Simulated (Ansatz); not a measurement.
## Relaxing GaAs

All numbers below come from DFT r2SCAN, scalar-relativistic, plane waves, PAW in Ansatz. Cutoff 500 eV, Γ-centred k mesh, Gaussian smearing, no spin polarisation in the final step.

The start puts GaAs on the rock salt structure type (Fm-3m, No. 225), with Ga in place of Na, As in place of Cl, at a guessed volume.

```xyz
2
Lattice="0.0000 2.8835 2.8835 2.8835 0.0000 2.8835 2.8835 2.8835 0.0000" Properties=species:S:1:pos:R:3 pbc="T T T"
Ga    0.0000    0.0000    0.0000
As    2.8835    2.8835    2.8835
```

Cell and atoms relax at zero pressure; the relaxation can't lower the symmetry of the start. After a coarse first stage the cell is made exact in the group found at 0.06 Å.

The zero of energy is the elements' standard structures at the same level; no fitted shifts are applied.

Which crystal results?

It keeps Fm-3m (No. 225). The result still has the rock salt structure. Conventional cell: a = 5.329 Å. Ga is coordinated by 6 As at 2.66 Å; around As lie 6 Ga at 2.66 Å.

```
Ga As
1.0
     0.00000    2.66467    2.66467
     2.66467    0.00000    2.66467
     2.66467    2.66467    0.00000
Ga As
1 1
Cartesian
  0.0000 0.0000 0.0000
  2.6647 2.6647 2.6647
```

What are its volume, energy, density and gap?

The volume per atom is 18.92 Å³. The density is 6.35 g/cm³. The energy over the elements is -0.03 eV/atom and the gap on the 18×18×18 mesh is 0 eV (a metal).

The final run used a 18×18×18 mesh on its 2-atom cell and 0.10 eV smearing. For metals, differences of a few meV/atom aren't resolved. Symmetry constrained the relaxation, so the result can be a saddle point.

This rock-salt form isn't the usual stable structure of the compound.

Cost: 3 runs of about 1 core-minutes in all, on Arm Neoverse V2 (shared hosts).